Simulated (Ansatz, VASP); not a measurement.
## One calculation of Sn, two programs

```
CELL_PARAMETERS angstrom
-1.93181 1.93181 1.93181
1.93181 -1.93181 1.93181
1.93181 1.93181 -1.93181
ATOMIC_POSITIONS crystal
Sn 0.00000 0.00000 0.00000
```

This isn't the form of Sn at room conditions, which is tetragonal (white tin).

Alike in both runs: task single point; functional PBE; k mesh 10 × 10 × 10; occupations fermi-dirac, width 0.05 eV; no spin polarisation.

|  | VASP | Ansatz |
| --- | --- | --- |
| version | VASP 6.6.1 | Ansatz 0.2.0 |
| potentials or method | VASP PAW PBE potentials, release 64 (Sn_d) | Ansatz PAW soft_1 |
| plane-wave cutoff (eV) | 520 | 420 |
| valence electrons in the cell | 14 | 14 |

```tsv
	VASP	Ansatz	Ansatz less VASP
gap on the k mesh at the Fermi level (eV)	none	none	-
pressure (GPa)	-1.8	-1.8	+0.05
```

A gap of «none» marks a metal or a gap that the smearing closes. With one functional, cell and mesh, what is left measures potentials, basis and numerics.
